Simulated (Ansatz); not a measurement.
The parent structure is GeTe (space group R3m, No. 160; layered).

```
GeTe
1.0
    2.09351     1.20869     3.68680
   -2.09351     1.20869     3.68680
    0.00000    -2.41737     3.68680
Ge Te
1 1
Direct
  0.23184   0.23184   0.23184
  0.76816   0.76816   0.76816
```

Cartesian axes are those of the cell as printed.

Computed with r2SCAN (Ansatz, a first-principles code, PAW, no spin-orbit coupling).

Before the change:

| Item | Value |
|---|---|
| Pressure | 0.00 GPa |

It is then changed as follows: biaxial strain −0.41 %, plane normal [001], relaxed out of plane (Cartesian); in-plane vectors clamped, the third vector and the atoms free.

### Question
What happens to the out-of-plane strain and pressure?

### Answer
The out-of-plane strain amounts to +0.43 %; the pressure (mean of the normal stresses, compression positive) goes from zero to 0.26 GPa.

No phonon test of stability was made. No dispersion term is included, though the crystal is made of layers, chains or molecules, so its spacings can come out too wide.
